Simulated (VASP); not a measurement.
# NbP: kinetic-energy density

NbP, I4_1md (no. 109), 4 atoms in the cell. PBE; PAW potentials Nb_sv, P (PBE set).

## Input

INCAR:
```
SYSTEM = NbP
PREC = Accurate
ENCUT = 520
EDIFF = 1E-7
ISMEAR = 0
SIGMA = 0.02
LREAL = .False.
LASPH = .True.
ALGO = Normal
NELM = 100
ISIF = 2
LWAVE = .False.
LCHARG = .True.
LTAU = .True.
```

KPOINTS:
```
k-points
0
Gamma
  9 9 9
```

POSCAR:
```
NbP
1.0
   -1.6749232544      1.6749232544      5.7401081759
    1.6749232544     -1.6749232544      5.7401081759
    1.6749232544      1.6749232544     -5.7401081759
Nb P
2 2
Direct
    0.2498808000      0.7498808000      0.5000000000
    0.4998808000      0.4998808000      0.0000000000
    0.8327477700      0.3327477700      0.5000000000
    0.0827477700      0.0827477700      0.0000000000
```

Commands:
```
cat potpaw_PBE.64/Nb_sv/POTCAR potpaw_PBE.64/P/POTCAR > POTCAR
mpirun -np 1 vasp_std > vasp.out
```

## Result

- Kinetic energy of the pseudo orbitals (eV): 892.52

VASP 6.6.1 took 134 s on 1 core (Intel Xeon 6975P-C (Granite Rapids)), a shared host.
